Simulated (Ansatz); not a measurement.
# InP: the cost of one run

Program: Ansatz 0.2.0. Level of theory: DFT PBE, scalar-relativistic, plane waves, PAW. These are calculated values, not measurements.

The COD entry's cell or inner coordinates are ideal or old and differ from later refinements, so a difference from it is no clean test against experiment.

2 further runs of the same task are left out: 2 set aside as unsound or not needed.

**1. The starting structure**

The structure is cubic, space group F-43m (No. 216). Conventional cell: a = 5.960 Å, b = 5.960 Å, c = 5.960 Å, α = 90.00°, β = 90.00°, γ = 90.00°. Around In (site symmetry -43m) lie 4 P at 2.58 Å. P (site symmetry -43m) has 4 In at 2.58 Å as nearest neighbours.

Coordinates:

```cif
data_structure
_symmetry_space_group_name_H-M 'F-43m'
_symmetry_Int_Tables_number 216
_cell_length_a 5.9601
_cell_length_b 5.9601
_cell_length_c 5.9601
_cell_angle_alpha 90.000
_cell_angle_beta 90.000
_cell_angle_gamma 90.000
_cell_volume 211.72
loop_
_atom_site_label
_atom_site_type_symbol
_atom_site_symmetry_multiplicity
_atom_site_Wyckoff_symbol
_atom_site_fract_x
_atom_site_fract_y
_atom_site_fract_z
_atom_site_occupancy
In1 In 4 a 0.00000 0.00000 0.00000 1
P1 P 4 d 0.25000 0.25000 0.75000 1
```

This cell was relaxed beforehand with the same method: volume 26.46 Å³/atom, gap on the mesh 0.44 eV.

The bulk reference comes from a run made before at the same settings: -3177.0042 eV/atom.

**2. Cutting the (110) slab**

Planes are indexed in the bulk's conventional cell (F-43m (No. 216)), a = 5.960 Å, b = 5.960 Å, c = 5.960 Å, α = 90.00°, β = 90.00°, γ = 90.00°.

The slab is a (110) slab, 12.6 Å thick as cut, with 15 Å of vacuum; its outer planes are InP (top) and InP (bottom).

The slab as cut. Layers, bottom to top:

| plane | atoms per cell | height over the lowest (Å) |
| --- | --- | --- |
| 1 | InP | 0.00 |
| 2 | InP | 2.11 |
| 3 | InP | 4.21 |
| 4 | InP | 6.32 |
| 5 | InP | 8.43 |
| 6 | InP | 10.54 |
| 7 | InP | 12.64 |

**3. Single point on the unrelaxed (110) slab**

The cell repeats along c, and a dipole correction in the vacuum removes the field between the copies.

File input.yaml:

```yaml
crystal:
  lattice:
    - [4.2144047905, 0.0, 0.0]
    - [0.0, 5.960068412, 0.0]
    - [0.0, 0.0, 27.6432143714]
  atoms:
    - { symbol: In, position: [0.5, 0.5, 0.2713143233] }
    - { symbol: P, position: [0.0, 0.75, 0.2713143233] }
    - { symbol: In, position: [0.0, 0.0, 0.3475428822] }
    - { symbol: P, position: [0.5, 0.25, 0.3475428822] }
    - { symbol: In, position: [0.5, 0.5, 0.4237714411] }
    - { symbol: P, position: [0.0, 0.75, 0.4237714411] }
    - { symbol: In, position: [0.0, 0.0, 0.5] }
    - { symbol: P, position: [0.5, 0.25, 0.5] }
    - { symbol: In, position: [0.5, 0.5, 0.5762285589] }
    - { symbol: P, position: [0.0, 0.75, 0.5762285589] }
    - { symbol: In, position: [0.0, 0.0, 0.6524571178] }
    - { symbol: P, position: [0.5, 0.25, 0.6524571178] }
    - { symbol: In, position: [0.5, 0.5, 0.7286856767] }
    - { symbol: P, position: [0.0, 0.75, 0.7286856767] }
basis:
  ecutwfc: 420
kpoints:
  mp_grid: { grid: [8, 6, 1] }
hamiltonian:
  xc: pbe
scf:
  occupations: { method: gaussian, width: 0.05 }
output:
  forces: true
  stress: true
  eigenvalues: true
  write_density: true
  write_potential: true
  elf: true
  volumetric_format: npy
efield:
  axis: 3
  dipole_correction: true
```

On the command line:

```console
$ ansatz run input.yaml --threads 1 --pin off --max-ram 2560MiB --backend cpu --events-out ev --progress --plain --runs-dir out
```

**Question.** How long does this run take on 1 thread of Intel Xeon Platinum 8488C (Sapphire Rapids), shared host, and how much memory does it need?

About 1.8 min, with a peak of 1.2 GiB.
